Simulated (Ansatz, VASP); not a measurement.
One calculation of Ru, two programs

Contents of INCAR:

```
PREC = Accurate
ENCUT = 600
EDIFF = 1E-7
ISMEAR = 0
SIGMA = 0.1
LREAL = False
LASPH = True
NELM = 60
ALGO = Fast
ISIF = 3
LWAVE = False
LCHARG = False
GGA = PS
IBRION = 2
NSW = 80
EDIFFG = -0.01
```

File KPOINTS:

```
Automatic mesh
0
Gamma
  20 20 20
```

POSCAR

```
Ru
1.0
   -1.5090863515      1.5090863515      1.5090863515
    1.5090863515     -1.5090863515      1.5090863515
    1.5090863515      1.5090863515     -1.5090863515
Ru
1
Direct
    0.0000000000      0.0000000000      0.0000000000
```

Input for Ansatz:

```yaml
crystal:
  lattice:
    - [-1.5090863515, 1.5090863515, 1.5090863515]
    - [1.5090863515, -1.5090863515, 1.5090863515]
    - [1.5090863515, 1.5090863515, -1.5090863515]
  atoms:
    - { symbol: Ru, position: [0.0, 0.0, 0.0] }
basis:
  ecutwfc: 420
kpoints:
  mp_grid: { grid: [20, 20, 20] }
hamiltonian:
  xc: pbesol
scf:
  occupations: { method: gaussian, width: 0.1 }
output:
  forces: true
  stress: true
  eigenvalues: true
relax:
  adjacent_minimum: "off"
  f_tol: 0.01
  max_steps: 60
  cell: { stress_tol: 0.1 }
```

Alike in both runs: task relaxation of cell and atoms; functional PBEsol; k mesh 20 × 20 × 20; occupations gaussian, width 0.1 eV; no spin polarisation.

|  | VASP | Ansatz |
| --- | --- | --- |
| version | VASP 6.6.1 | Ansatz 0.2.0 |
| potentials or method | VASP PAW PBE potentials, release 64 (Ru_pv) | scalar-relativistic, plane waves, PAW |
| plane-wave cutoff (eV) | 600 | 420 |
| valence electrons in the cell | 14 | 16 |

Ansatz gave:

- gap on the k mesh at the Fermi level, each at its own relaxed structure (eV): none
- relaxed volume (Å³/atom): 13.75
- relaxed cell length with the largest relative difference (Å): 2.614

Question: What did VASP give for the same quantities?

Answer: gap on the k mesh at the Fermi level, each at its own relaxed structure (eV): none; relaxed volume (Å³/atom): 13.74; relaxed cell length with the largest relative difference (Å): 2.614.

A gap of «none» marks a metal or a gap that the smearing closes. The two sets of potentials don't hold the same shells in valence.

Caveats: the PAW data sets were made with another functional, which shifts forces and pressure a little (VASP).
